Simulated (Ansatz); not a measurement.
The system is Pd.

```
Pd
1.0
     0.00000    1.94650    1.94650
     1.94650    0.00000    1.94650
     1.94650    1.94650    0.00000
Pd
1
Cartesian
  0.0000 0.0000 0.0000
```

| Item | Value |
| --- | --- |
| Program | Ansatz 0.2.0 |
| Task | relaxation of cell and atoms |
| Functional | BLYP |
| Potentials or basis | all-electron LAPW, scalar-relativistic |
| Basis error allowed | 0.001 eV/atom |
| k mesh | 12 × 12 × 12 |
| Occupations | fermi-dirac, width 0.05 eV |
| Spin | no spin polarisation |

At the start: volume 14.75 Å³/atom.

Task: How do energy, volume and symmetry change on relaxing?

Result: Over 6 steps the energy falls by 78.8 meV/atom and the volume is 16.31 Å³/atom (+10.6 %); space group Fm-3m (No. 225, to 0.05 Å).

Step by step:
```csv
step,energy change (eV),largest force (eV/Å),volume (Å³)
1,0.0000,0.0000,14.75
2,-0.0669,0.0000,17.02
3,-0.0782,0.0000,16.46
4,-0.0788,0.0000,16.29
5,-0.0788,0.0000,16.31
6,-0.0788,0.0000,16.31
```

Final structure:
```
Pd
1.0
     0.00000    2.01285    2.01285
     2.01285    0.00000    2.01285
     2.01285    2.01285    0.00000
Pd
1
Direct
  0.00000 0.00000 0.00000
```

Caveat: the volume moved by +11 % from the deposited cell, more than functionals usually miss.
